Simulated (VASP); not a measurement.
# H14CO8 in VASP: further runs

The runs below take H14CO8 through single point, with PBEsol.

Program: VASP 6.6.1. These are calculated values, not measurements. Logs are shortened: lines on timing, memory, paths and dates and some standing lists are left out, and cuts for length are marked.

## 1. Starting point

The cell holds a amorphous, 23 atoms: a = 6.811 Å, b = 6.811 Å, c = 6.811 Å, α = 90.00°, β = 90.00°, γ = 90.00°.

The cell was built by a generator and needn't be a form met in nature.

## 2. Single point, PBEsol

INCAR reads:

```
SYSTEM = H14CO8
PREC = Accurate ; ENCUT = 520
EDIFF = 1E-6 ; ISMEAR = -1
SIGMA = 0.05 ; LREAL = Auto
LASPH = .TRUE. ; NELM = 100
ALGO = Normal ; ISIF = 2
LWAVE = .FALSE. ; LCHARG = .FALSE.
GGA = PS ; NBANDS = 50
```

KPOINTS reads:

```
regular mesh
0
G
  1 1 1
  0 0 0
```

POSCAR reads:

```
H14CO8
1.0
    6.8105660000      0.0000000000      0.0000000000
    0.0000000000      6.8105660000      0.0000000000
    0.0000000000      0.0000000000      6.8105660000
O H C
8 14 1
Direct
    0.3806732069      0.2358687956      0.8960341916
    0.2041680530      0.8718071303      1.0088882481
    0.6376562535      0.5345370708      0.5495578488
    0.7882751595      0.2448548329      0.7166071073
    0.8264805010      0.7358125595      0.3325421118
    0.3779862056      0.3555357954      0.3090051546
    0.8819384468      0.0613605389      0.4227255121
    0.9026268889      0.0989638747      0.0996686619
    0.3557560414      0.0959832120      0.9381011798
    0.4845265430      0.2187189728      0.7967032402
    0.0718589321      0.9154158406      1.0497218587
    0.2223310074      0.7181194632      1.0065389573
    0.5502773191      0.4752615275      0.4355144638
    0.7091921582      0.4152518308      0.6226354755
    0.8504726333      0.1414273057      0.6245736404
    0.8560815650      0.2286740926      0.8445113079
    0.7234053675      0.6186710473      0.4435461017
    0.9318315100      0.6885477653      0.2606978627
    0.3707621364      0.3446262763      0.1644650386
    0.4091877239      0.2244747353      0.3513217550
    0.8492098895     -0.1257017405      0.3688092884
    0.8995874939      0.3359632665      0.2792132108
    0.8869600559      0.1696041122      0.2617550436
```

Potentials or basis: VASP PAW PBE potentials, release 64 (O, H, C).

Command:

```
$ cat potpaw_PBE.64/O/POTCAR potpaw_PBE.64/H/POTCAR potpaw_PBE.64/C/POTCAR > POTCAR
$ mpirun -np 1 vasp_gam > vasp.out
```

OUTCAR:

```text
SYSTEM = H14CO8
   PREC = Accurate
   ENCUT = 520
   EDIFF = 1E-6
   ISMEAR = -1
   LREAL = Auto
   LASPH = .TRUE.
   NELM = 100
   ISIF = 2
   GGA = PS

 ion  position               nearest neighbor table
   1  0.381  0.236  0.896-  10 0.99   9 1.01
   2  0.204  0.872  0.009-  11 0.99  12 1.05
   3  0.638  0.535  0.550-  13 1.06  14 1.07  17 1.09
   4  0.788  0.245  0.717-  16 0.99  15 1.03
   5  0.826  0.736  0.333-  18 0.93  21 0.99  17 1.30
   6  0.378  0.356  0.309-  20 0.96  19 0.99
   7  0.882  0.061  0.423-  23 1.32  21 1.34
   8  0.903  0.099  0.100-  23 1.21
   9  0.356  0.096  0.938-   1 1.01
  10  0.485  0.219  0.797-   1 0.99
  11  0.072  0.915  0.050-   2 0.99
  12  0.222  0.718  0.007-   2 1.05
  13  0.550  0.475  0.436-   3 1.06
  14  0.709  0.415  0.623-   3 1.07
  15  0.850  0.141  0.625-   4 1.03
  16  0.856  0.229  0.845-   4 0.99
  17  0.723  0.619  0.444-   3 1.09   5 1.30
  18  0.932  0.689  0.261-   5 0.93
  19  0.371  0.345  0.164-   6 0.99
  20  0.409  0.224  0.351-   6 0.96
  21  0.849  0.874  0.369-   5 0.99   7 1.34
  22  0.900  0.336  0.279-  23 1.14
  23  0.887  0.170  0.262-  22 1.14   8 1.21   7 1.32

  LATTYP: Found a simple cubic cell.
 ALAT       =     6.8105660000

  Lattice vectors:

 A1 = (   6.8105660000,   0.0000000000,   0.0000000000)
 A2 = (   0.0000000000,   6.8105660000,   0.0000000000)
 A3 = (   0.0000000000,   0.0000000000,   6.8105660000)

Analysis of symmetry for initial positions (statically):
=====================================================================
 Subroutine PRICEL returns:
 Original cell was already a primitive cell.

 Routine SETGRP: Setting up the symmetry group for a
 simple cubic supercell.

 Subroutine GETGRP returns: Found  1 space group operations
 (whereof  1 operations were pure point group operations)
 out of a pool of 48 trial point group operations.

The static configuration has the point symmetry C_1 .

Analysis of symmetry for dynamics (positions and initial velocities):
=====================================================================
 Subroutine PRICEL returns:
 Original cell was already a primitive cell.

 Routine SETGRP: Setting up the symmetry group for a
 simple cubic supercell.

 Subroutine GETGRP returns: Found  1 space group operations
 (whereof  1 operations were pure point group operations)
 out of a pool of 48 trial point group operations.
[... 122 lines left out ...]
   NSW    =      0    number of steps for IOM
   IBRION =     -1    ionic relax: 0-MD 1-quasi-New 2-CG
   NFREE  =      0    steps in history (QN), initial steepest desc. (CG)
   ISIF   =      2    stress and relaxation
   ISYM   =      2    0-nonsym 1-usesym 2-fastsym
   POTIM  = 0.5000    time-step for ionic-motion
   TEBEG  =    0.0;   TEEND  =   0.0 temperature during run
   PSTRESS=    0.0 pullay stress
   NELECT =      66.0000    total number of electrons
   NUPDOWN=      -1.0000    fix difference up-down
   EMIN   =  10.00;   EMAX   =-10.00  energy-range for DOS
   EFERMI =   0.00;   METHOD = LEGACY
   ISMEAR =    -1;   SIGMA  =   0.05  broadening in eV -4-tet -1-fermi 0-gaus
   EFERMI_NEDOS =   21; number of points for ismear=-14 and -15
   IALGO  =     38    algorithm
   IMIX   =      4    mixing-type and parameters
     AMIX     =   0.40;   BMIX     =  1.00
     AMIX_MAG =   1.60;   BMIX_MAG =  1.00
  volume/ion in A,a.u.               =      13.73        92.69
  Fermi-wavevector in a.u.,A,eV,Ry     =   0.971418  1.835714 12.839185  0.943653
  Thomas-Fermi vector in A             =   2.101634
   LORBIT       =      0    0 simple, 1 ext, 2 COOP (PROOUT), +10 PAW based schemes
   GGA     = PS    functional components
   LHFCALC =     F    Hartree Fock is set to
   AEXX    =    0.0000 exact exchange contribution
   IVDW    =     0    specifies the selected vdW correction
   LEPSILON=     F    determine dielectric tensor
   LRPA    =     F    only Hartree local field effects (RPA)
 non-spin polarized calculation
  energy-cutoff  :      520.00
  volume of cell :      315.90
 maximum number of plane-waves:      4205
 NGX is ok and might be reduce to    50
   NGX = 25   NGY = 25   NGZ = 25

 number of electron      65.9999997 magnetization

 Free energy of the ion-electron system (eV)
  ---------------------------------------------------
  ext. energy  EPLUGINS =         0.00000000
  ---------------------------------------------------
  free energy    TOTEN  =      -118.91078164 eV

  energy without entropy =     -118.91078164  energy(sigma->0) =     -118.91078164

 E-fermi :  -2.9104     XC(G=0):  -5.7193

 val. band max:       -4.1324910835   @ k =   0.0000   0.0000   0.0000
 cond. band min:       0.6127540407   @ k =   0.0000   0.0000   0.0000
 fundamental gap:      4.7452451243
 Fermi energy:        -2.9103932289

 k-point     1 :       0.0000    0.0000    0.0000
  band No.  band energies     occupation
      1     -24.8436      2.00000
      2     -23.8681      2.00000
      3     -23.3804      2.00000
      4     -23.0242      2.00000
      5     -22.4977      2.00000
      6     -22.1220      2.00000
[... 37 lines left out ...]
     44       5.9231      0.00000
     45       5.9567      0.00000
 [bands above 45 left out]

------------------------ aborting loop because EDIFF is reached ----------------------------------------

  FORCE on cell =-STRESS in cart. coord.  units (eV):
  Direction    XX          YY          ZZ          XY          YZ          ZX
  --------------------------------------------------------------------------------------
  -------------------------------------------------------------------------------------
  Total        0.7760570      0.0711176      1.3039241      1.3095722      3.5586375     -3.0419243
  in kB        3.9359953      0.3606930      6.6132245      6.6418708     18.0486499    -15.4279905
  external PRESSURE =       3.6366376 kB  Pullay stress =       0.0000000 kB

 VOLUME and BASIS-vectors are now :
 -----------------------------------------------------------------------------
  energy-cutoff  :      520.00
  volume of cell :      315.90
      direct lattice vectors                 reciprocal lattice vectors
     6.810566000  0.000000000  0.000000000     0.146830675  0.000000000  0.000000000
     0.000000000  6.810566000  0.000000000     0.000000000  0.146830675  0.000000000
     0.000000000  0.000000000  6.810566000     0.000000000  0.000000000  0.146830675

 POSITION                                       TOTAL-FORCE (eV/Angst)
 -----------------------------------------------------------------------------------
      2.59260      1.60640      6.10250         0.045093     -1.090687      0.347984
      1.39050      5.93750      0.06053         1.097992     -2.780884     -0.103264
      4.34280      3.64050      3.74280        -1.325744     -0.989765     -1.509279
      5.36860      1.66760      4.88050         0.298169     -0.423176      0.730656
      5.62880      5.01130      2.26480        -2.408296     -2.294234      0.060558
      2.57430      2.42140      2.10450         0.098307      0.811648     -0.134157
[... 15 lines left out ...]
      6.12670      2.28810      1.90160        -0.394087     -0.441761      0.272794
      6.04070      1.15510      1.78270         0.778588      0.109925      3.386184
 -----------------------------------------------------------------------------------
    total drift:                               -0.001589     -0.006935     -0.012644

  FREE ENERGIE OF THE ION-ELECTRON SYSTEM (eV)
  ---------------------------------------------------
  free  energy   TOTEN  =      -118.9107816443 eV

  energy  without entropy=     -118.9107816443  energy(sigma->0) =     -118.91078164
```

OSZICAR:

```text
N       E                     dE             d eps       ncg     rms          rms(c)
DAV:   1     0.507348027753E+03    0.50735E+03   -0.34730E+04   108   0.117E+03
DAV:   2    -0.681668654321E+02   -0.57551E+03   -0.54481E+03   126   0.279E+02
DAV:   3    -0.128568444594E+03   -0.60402E+02   -0.60031E+02   120   0.977E+01
DAV:   4    -0.129598336035E+03   -0.10299E+01   -0.10278E+01   128   0.143E+01
DAV:   5    -0.129615676628E+03   -0.17341E-01   -0.17329E-01   128   0.178E+00    0.199E+01
DAV:   6    -0.119445107542E+03    0.10171E+02   -0.32295E+01   128   0.248E+01    0.784E+00
DAV:   7    -0.119061383998E+03    0.38372E+00   -0.13404E+00   120   0.494E+00    0.474E+00
DAV:   8    -0.118899708513E+03    0.16168E+00   -0.45084E-01   120   0.365E+00    0.740E-01
DAV:   9    -0.118897449495E+03    0.22590E-02   -0.55754E-02   120   0.130E+00    0.367E-01
DAV:  10    -0.118907086420E+03   -0.96369E-02   -0.19990E-02   104   0.724E-01    0.175E-01
DAV:  11    -0.118908934508E+03   -0.18481E-02   -0.19358E-03   112   0.291E-01    0.998E-02
DAV:  12    -0.118910683438E+03   -0.17489E-02   -0.16655E-03   104   0.236E-01    0.478E-02
DAV:  13    -0.118910786870E+03   -0.10343E-03   -0.29479E-04   128   0.117E-01    0.173E-02
DAV:  14    -0.118910787193E+03   -0.32316E-06   -0.58344E-05   104   0.383E-02    0.123E-02
DAV:  15    -0.118910782790E+03    0.44029E-05   -0.25142E-05   104   0.311E-02    0.667E-03
DAV:  16    -0.118910781543E+03    0.12473E-05   -0.55138E-06   104   0.154E-02    0.296E-03
DAV:  17    -0.118910781644E+03   -0.10129E-06   -0.18285E-06   112   0.697E-03
   1 F= -.11891078E+03 E0= -.11891078E+03  d E =-.681292E-10
```

stdout:

```text
POSCAR found type information on POSCAR O H C
 POSCAR found :  3 types and      23 ions
 scaLAPACK will be used
 -----------------------------------------------------------------------------
|                                                                             |
|                                                                             |
|     You enforced a specific xc type in the INCAR file but a different       |
|     I HOPE YOU KNOW WHAT YOU ARE DOING!                                     |
|                                                                             |
 -----------------------------------------------------------------------------

 LDA part: xc-table for (Slater+PW92), standard interpolation
 POSCAR, INCAR and KPOINTS ok, starting setup
 FFT: planning ... GRIDC
 FFT: planning ... GRID_SOFT
 FFT: planning ... GRID
 WAVECAR not read
 entering main loop
```

Wall time 46 s (1 thread of Intel Xeon Platinum 8559C (Emerald Rapids), shared host); peak memory 0.36 GiB.

What came out:

* Free energy: -118.9108 eV
* Pressure: 0.4 GPa
* Largest force: 3.476 eV/Å
* Band gap on the k mesh: 4.75 eV, direct

Forces in eV/Å, atoms in the order of the input:
```
O    0.045 -1.091  0.348
O    1.098 -2.781 -0.103
O   -1.326 -0.990 -1.509
O    0.298 -0.423  0.731
O   -2.408 -2.294  0.061
O    0.098  0.812 -0.134
O    0.037  1.826 -1.245
O   -0.050 -0.537 -2.726
H   -0.263  0.688 -0.266
H    0.129  0.301  0.417
H   -0.242 -0.189 -0.047
H   -0.698  3.190  0.059
H   -0.137 -0.018  1.393
H    0.205  0.203 -0.093
H   -0.482  0.864 -0.350
H   -0.414  0.170 -0.068
H    1.014  0.464  0.645
H    2.029 -0.992 -1.342
H    0.276 -0.110 -0.345
H   -0.027 -0.761  0.210
H    0.431  2.000  0.705
H   -0.394 -0.442  0.273
C    0.779  0.110  3.386
```

Levels at points of the mesh, in eV from the valence-band top:
```tsv
k point	band 30	band 31	band 32	band 33	band 34	band 35	band 36	band 37
(0.00, 0.00, 0.00)	-0.50	-0.31	-0.12	0.00	4.75	5.40	6.85	7.72
```

Caveat: the standard files for N, O and F lose accuracy on very short bonds; the PAW data sets were made with another functional, which shifts forces and pressure a little.

## 3. Single point, PBEsol

Changes to INCAR since step 2:

```diff
@@ -2,3 +2,3 @@
 PREC = Accurate ; ENCUT = 520
-EDIFF = 1E-6 ; ISMEAR = -1
+EDIFF = 1E-7 ; ISMEAR = -1
 SIGMA = 0.05 ; LREAL = Auto
```

KPOINTS reads:

```
Automatic mesh
0
G
  1 1 1
  0 0 0
```

POSCAR reads:

```
H14CO8
1.0
    6.8105660000      0.0000000000      0.0000000000
    0.0000000000      6.8105660000      0.0000000000
    0.0000000000      0.0000000000      6.8105660000
O H C
8 14 1
Direct
    0.4082626906      0.1522193603      0.8418243065
    0.1825692608      0.8974731322      0.9819741854
    0.6312397531      0.5372974875      0.5539774521
    0.7802875708      0.2484081352      0.7097794809
    0.8329116846      0.7205862185      0.3005183416
    0.4042248471      0.3593093437      0.2626066615
    0.9592447970      0.0841486596      0.3735812853
    0.8724385022      0.1215023832      0.0668373231
    0.3616733176      0.0311427861      0.9000133029
    0.5461513771      0.1465516963      0.7961599667
    0.0463838101      0.9251066651      1.0181826298
    0.2260164574      0.7737536058      1.0307660186
    0.5462247925      0.4630158492      0.4620027175
    0.6966234524      0.4149288033      0.6280241613
    0.8474185552      0.1646559185      0.6008898526
    0.8376102662      0.2094980065      0.8401944860
    0.7232879029      0.6261740948      0.4557770969
    0.9498769999      0.6283912380      0.2907394187
    0.4680521413      0.2859527387      0.1437765965
    0.3262283928      0.2497736605      0.2983452477
    0.8864755147     -0.1413685735      0.3395899842
    0.9518885802      0.3483704585      0.2369700257
    0.9369559006      0.1918930086      0.2258843098
```

Potentials or basis: VASP PAW PBE potentials, release 64 (O, H, C).

Command:

```
$ cat potpaw_PBE.64/O/POTCAR potpaw_PBE.64/H/POTCAR potpaw_PBE.64/C/POTCAR > POTCAR
$ mpirun -np 1 vasp_gam > vasp.out
```

Wall time 49 s (1 thread of Intel Xeon Platinum 8559C (Emerald Rapids), shared host); peak memory 0.36 GiB.

It converged, with:

```yaml
Free_energy: -119.0609 eV
Pressure: -0.3 GPa
Largest_force: 3.072 eV/Å
Band_gap_on_the_k_mesh: 4.34 eV, direct
```

Forces on the atoms (eV/Å):
```
O    1.059  1.556 -0.248
O    0.273  0.180 -0.331
O    0.106  0.126 -0.405
O    0.695 -1.318 -1.584
O    1.268 -0.885  0.577
O    1.926 -0.356 -2.062
O    0.462 -0.224  1.585
O    0.312  0.649 -0.689
H   -0.397 -0.686  0.115
H   -0.488 -0.204  0.169
H   -0.420  0.167  0.178
H    0.003 -0.976  0.404
H   -0.806  0.020 -0.723
H    0.682  0.328  0.452
H   -0.414  1.026  1.035
H    0.062  0.168  0.414
H   -0.050 -0.315  0.171
H   -1.097  1.151  0.048
H   -0.599  1.489  0.902
H   -1.344 -1.088  1.156
H    0.018 -0.103 -0.336
H    0.454  1.615  0.246
C   -1.705 -2.320 -1.074
```

Stress tensor (GPa, compression positive):
```
-0.13  1.10  0.58
 1.10  0.05 -1.95
 0.58 -1.95 -0.88
```

Levels at points of the mesh, in eV from the valence-band top:
| k point | band 31 | band 32 | band 33 | band 34 | band 35 | band 36 |
| --- | --- | --- | --- | --- | --- | --- |
| (0.00, 0.00, 0.00) | -1.01 | -0.43 | 0.00 | 4.34 | 4.80 | 6.29 |

Caveat: the standard files for N, O and F lose accuracy on very short bonds; the PAW data sets were made with another functional, which shifts forces and pressure a little. PBEsol gaps usually lie below the measured ones, often by a third to a half.

[end of part 1 of 2]
